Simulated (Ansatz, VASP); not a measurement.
**Two plane-wave programs on KI**

File INCAR:

```
PREC = Accurate ; ENCUT = 520
EDIFF = 1E-6 ; ISMEAR = 0
SIGMA = 0.01 ; LREAL = False
LASPH = True ; NELM = 80
ALGO = Normal ; ISIF = 2
LWAVE = False ; LCHARG = False
GGA = PE ; NBANDS = 15
```

KPOINTS

```
Automatic mesh
0
Gamma
  4 4 4
```

Contents of POSCAR:

```
KI
1.0
    0.0000000000      3.9973716306      3.9973716306
    3.9973716306      0.0000000000      3.9973716306
    3.9973716306      3.9973716306      0.0000000000
K I
1 1
Direct
    0.0000000000      0.0000000000      0.0000000000
    0.2500000000      0.2500000000      0.2500000000
```

Input for Ansatz:

```yaml
crystal:
  lattice:
    - [0.0, 3.9973716306, 3.9973716306]
    - [3.9973716306, 0.0, 3.9973716306]
    - [3.9973716306, 3.9973716306, 0.0]
  atoms:
    - { symbol: K, position: [0.0, 0.0, 0.0] }
    - { symbol: I, position: [0.25, 0.25, 0.25] }
kpoints:
  mp_grid: { grid: [4, 4, 4] }
hamiltonian:
  xc: pbe
scf:
  occupations: { method: fixed }
  n_extra_bands: 4
output:
  forces: true
  stress: true
  eigenvalues: true
```

Alike in both runs: task single point; functional PBE; k mesh 4 × 4 × 4; no spin polarisation.

|  | VASP | Ansatz |
| --- | --- | --- |
| version | VASP 6.6.1 | Ansatz 0.2.0 |
| potentials or method | VASP PAW PBE potentials, release 64 (K_sv, I) | plane waves, PAW |
| plane-wave cutoff (eV) | 520 | 420 |
| occupations | gaussian, width 0.01 eV | fixed |
| valence electrons in the cell | 16 | 26 |

Ansatz gave:

| Item | Value |
| --- | --- |
| gap on the k mesh at the Fermi level (eV) | 3.90 |
| pressure (GPa) | 0.0 |

**Question.** What did VASP give for the same quantities?

**Answer.** gap on the k mesh at the Fermi level (eV): 3.89; pressure (GPa): 0.0.

The two sets of potentials don't hold the same shells in valence.

Caveats: spin-orbit coupling is left out, which moves the levels of the heavy elements.
